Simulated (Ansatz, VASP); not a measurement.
# PtSe2: VASP beside Ansatz

Contents of POSCAR:

```
PtSe2
1.0
    3.7173065480      0.0000000000      0.0000000000
   -1.8586532740      3.2192819042      0.0000000000
    0.0000000000      0.0000000000      5.8200740200
Pt Se
1 2
Direct
    0.0000000000      0.0000000000      0.0000000000
    0.6666666700      0.3333333300      0.7746118400
    0.3333333300      0.6666666700      0.2253881600
```

INCAR.step1

```
SYSTEM = PtSe2
ALGO = Normal
EDIFF = 1E-4
ENCUT = 520
GGA = PE
ISMEAR = 0
LASPH = .True.
LCHARG = .False.
LREAL = .False.
LWAVE = .True.
NBANDS = 18
NELM = 100
PREC = Accurate
SIGMA = 0.1
```

Contents of INCAR.step2:

```
SYSTEM = PtSe2
ALGO = Normal
EDIFF = 1E-6
ENCUT = 520
ISIF = 2
ISMEAR = 0
ISTART = 1
LASPH = .True.
LCHARG = .False.
LMIXTAU = .True.
LREAL = .False.
LWAVE = .False.
METAGGA = R2SCAN
NBANDS = 18
NELM = 100
PREC = Accurate
SIGMA = 0.1
```

The input KPOINTS:

```
k-points
0
Gamma
  6 6 4
  0 0 0
```

Input for Ansatz:

```yaml
crystal:
  lattice:
    - [3.717306548, 0.0, 0.0]
    - [-1.858653274, 3.2192819042, 0.0]
    - [0.0, 0.0, 5.82007402]
  atoms:
    - { symbol: Pt, position: [0.0, 0.0, 0.0] }
    - { symbol: Se, position: [0.66666667, 0.33333333, 0.77461184] }
    - { symbol: Se, position: [0.33333333, 0.66666667, 0.22538816] }
basis:
  ecutwfc: 500
kpoints:
  mp_grid: { grid: [6, 6, 4] }
hamiltonian:
  xc: r2scan
scf:
  occupations: { method: gaussian, width: 0.1 }
  lower_state_search: "off"
output:
  forces: true
  stress: true
  eigenvalues: true
```

Alike in both runs: task single point; functional r2SCAN; k mesh 6 × 6 × 4; occupations gaussian, width 0.1 eV; no spin polarisation.

```csv
,VASP,Ansatz
version,VASP 6.6.1,Ansatz 0.2.0
potentials or method,"VASP PAW PBE potentials, release 64 (Pt, Se)","scalar-relativistic, plane waves, PAW"
plane-wave cutoff (eV),520,500
valence electrons in the cell,22,50
```

|  | VASP | Ansatz | Ansatz less VASP |
| --- | --- | --- | --- |
| gap on the k mesh at the Fermi level (eV) | 0.89 | 0.90 | +0.010 |
| least direct gap on the mesh (eV) | 1.38 | 1.39 | +0.012 |
| pressure (GPa) | 0.1 | 0.0 | -0.07 |
| largest component of the traceless stress (GPa) | 0.10 | 0.06 | -0.036 |
| rms of the force components (eV/Å) | 0.001 | 0.004 | +0.0026 |

Atom by atom the forces differ by 0.005 eV/Å (rms over components). The two sets of potentials don't hold the same shells in valence.

Caveats: the PAW data sets were made with another functional, which shifts forces and pressure a little (VASP); spin-orbit coupling is left out, which moves the levels of the heavy elements. r2SCAN opens gaps a little over a GGA but as a rule still falls short of measured ones. A k mesh can miss the band edges.
